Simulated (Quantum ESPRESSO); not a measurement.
Runs of Quantum ESPRESSO 7.5 on As. Symmetry: Cmce, No. 64, orthorhombic system. The conventional cell has a = 3.650 Å, b = 11.000 Å, c = 4.470 Å, α = 90.00°, β = 90.00°, γ = 90.00°. As (site symmetry m) has 3 As at 2.48 to 2.49 Å as nearest neighbours. This isn't the form of As at room conditions, which is rhombohedral.

```csv
task,level,potentials or basis,cell,k mesh,cutoff (eV),SCF threshold,symmetry,form of the LDA correlation,mesh quality,gap on the mesh (eV),pressure (GPa),V0 of scaled cells (Å³/atom),B0 (GPa),largest force (eV/Å)
single point,PBEsol,GBRV 1.5 PBEsol,as given,8 × 8 × 6,612,8e-10 Ry,-,-,not flagged,none,0.2,-,-,0.12
band structure,PBEsol,GBRV 1.5 PBEsol,as given,8 × 8 × 6,612,8e-10 Ry,-,-,not flagged,none,0.2,-,-,0.12
equation of state,r2SCAN,SG15 PBE 1.2,as given,4 × 4 × 3,952,1e-08 Ry,off,-,coarse,-,-,(a),(b),-
single point,PBEsol,GBRV 1.5 PBEsol,"atoms moved at random, drawn with an rms of 0.05 Å",8 × 8 × 6,612,8e-10 Ry,-,-,not flagged,none,-0.8,-,-,0.39
band structure,r2SCAN,SG15 PBE 1.2,as given,8 × 8 × 6,952,1e-08 Ry,off,-,not flagged,-,3.0,-,-,0.15
equation of state,LDA,GBRV 1.5 LDA,as given,8 × 8 × 6,612,8e-10 Ry,-,PZ81,not flagged,-,-,22.03,75,-
equation of state,PBEsol,GBRV 1.5 PBEsol,as given,8 × 8 × 6,612,8e-10 Ry,-,-,not flagged,-,-,(c),71,-
band structure,LDA,GBRV 1.5 LDA,as given,8 × 8 × 6,612,8e-10 Ry,-,PZ81,not flagged,none,-1.3,-,-,0.13
```

Alike in all rows: no spin polarisation; smearing fermi-dirac 0.05 eV.

Q: Estimate the missing entries.

A: (a) 23.44; (b) 66; (c) 22.51.

Caveats: some runs use coarse meshes; the cell was scaled at fixed shape and fractional positions, which overstates the stiffness of a crystal with free parameters, most of all of layers and chains (some runs); the potentials were made for another functional, which shifts forces and pressure (some runs).

A k mesh can miss the band edges, and the runs leave out spin-orbit coupling on As.

A gap of «none» marks a metal or a gap under the smearing width.
